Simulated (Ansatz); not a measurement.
Crystal: Al.

```
CELL_PARAMETERS angstrom
0.00000 2.02481 2.02481
2.02481 0.00000 2.02481
2.02481 2.02481 0.00000
ATOMIC_POSITIONS crystal
Al 0.00000 0.00000 0.00000
```

Base run:

| Property | Result |
| --- | --- |
| Program | Ansatz 0.2.0 |
| Functional | PBEsol |
| Potentials or basis | all-electron LAPW, scalar-relativistic |
| Cutoff | 130 eV (chosen from the basis error) |
| Basis error allowed | 0.001 eV/atom |
| k mesh | 11 × 11 × 11 |
| Occupations | fermi-dirac, width 0.05 eV |
| Spin | no spin polarisation |

Its results: pressure -1.9 GPa.

Q: The run is repeated on the same cell with these changes: functional from PBEsol to LDA. What comes out?

A: Pressure -3.6 GPa.

LDA binds more tightly than PBEsol, so the same cell stands under less pressure.
